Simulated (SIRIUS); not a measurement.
Crystal: ZrC.

```
Zr C
1.0
     0.00000    2.36500    2.36500
     2.36500    0.00000    2.36500
     2.36500    2.36500    0.00000
Zr C
1 1
Direct
  0.50000 0.50000 0.50000
  0.00000 0.00000 0.00000
```

Base run:

```yaml
Program: SIRIUS 7.10.0
Functional: PBE
Potentials_or_basis: PseudoDojo 0.4.1 PBE standard (scalar relativistic)
Cutoff: 1127 eV
Density_cutoff: 4507 eV
k_mesh: 10 × 10 × 10
Occupations: fermi-dirac, width 0.05 eV
Spin: no spin polarisation
Hubbard_terms: Zr d U = 8 eV
```

Its results: band gap on the k mesh none (metal or under the smearing width); pressure 11.2 GPa.

After a change of settings the same cell gave: band gap on the k mesh none (metal or under the smearing width); pressure 6.7 GPa. Which change was it?
A. hubbard terms from Zr d U = 8 eV to none; hubbard projectors from orthogonalised atomic orbitals to none; start of the occupations from the program's own to none
B. hubbard terms from Zr d U = 8 eV to Zr d U = 6 eV
C. hubbard terms from Zr d U = 8 eV to Zr d U = 2 eV

B.

Caveats: U without spin polarisation on a metal has little footing; the U is typed as a test and isn't derived for this compound.
